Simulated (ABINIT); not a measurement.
Runs of ABINIT 10.8.3 (patched build) on FeO (Wuestite). Symmetry: Fm-3m, No. 225, cubic system. The conventional cell has a = 4.311 Å, b = 4.311 Å, c = 4.311 Å, α = 90.00°, β = 90.00°, γ = 90.00°. Fe (site symmetry m-3m) has 6 O at 2.16 Å as nearest neighbours. O (site symmetry m-3m) has 6 Fe at 2.16 Å as nearest neighbours. 

```tsv
task	level	potentials or basis	cell	k mesh	cutoff (eV)	cutoff smearing ecutsm (Ha)	stop of the response cycle (tolvrs)	acoustic sum rule (asr)	cell freedom (optcell)	optimiser (ionmov)	gap on the mesh (eV)	pressure (GPa)	moment (μB)	relaxed volume (Å³/atom)
phonons	PBE	PseudoDojo NC SR PBE v0.5 stringent	cell relaxed at zero pressure by an earlier run	6 × 6 × 6, with 4 shifts	1605	0.5	1e-10	1	-	-	-	(a)	4.00	-
relaxation of cell and atoms	LDA	PseudoDojo NC SR LDA v0.4.1 standard	relaxed	8 × 8 × 8	1252	0.5	-	-	2	2	none	0.0	3.96	9.18
single point	PBEsol	Ansatz PAW PBE default generated set, frozen core	as given	8 × 8 × 8	381	-	-	-	-	-	none	-	4.00	-
single point	PBE	PseudoDojo NC SR PBE v0.5 stringent	cell relaxed	8 × 8 × 8	1605	-	-	-	-	-	none	-0.1	4.00	-
optical spectrum	PBE	PseudoDojo NC SR PBE v0.4 stringent	as given	8 × 8 × 8, with 4 shifts	1497	-	-	-	-	-	-	(b)	4.00	-
single point	LDA	PseudoDojo NC SR LDA v0.4.1 standard	cell relaxed	8 × 8 × 8	1252	-	-	-	-	-	none	0.0	3.96	-
single point	PBE	PseudoDojo NC SR PBE v0.4 stringent	as given	8 × 8 × 8	1497	-	-	-	-	-	none	-1.5	4.00	-
relaxation of cell and atoms	PBE	PseudoDojo NC SR PBE v0.5 stringent	relaxed	8 × 8 × 8	1605	0.5	-	-	2	2	none	0.0	4.00	9.97
```

Alike in all rows: spin collinear, ferromagnetic start; smearing fermi-dirac 0.05 eV.

Task: Estimate the missing entries.

Result: (a) -0.2; (b) -1.6.

Caveats: a cell with one magnetic atom can't hold antiferromagnetic order, which such compounds often take; semilocal functionals often make such compounds metallic where correlation or magnetic order opens a gap, which also shifts bond lengths (some runs); the mesh is coarse for a metal's response (some runs); the PAW data sets were made with another functional, which shifts forces and pressure a little (some runs); the atomic spheres overlap (some runs); the intraband (Drude) term is left out (some runs); spectra need much finer meshes, so this one isn't converged (some runs).

A gap of «none» marks a metal or a gap under the smearing width.
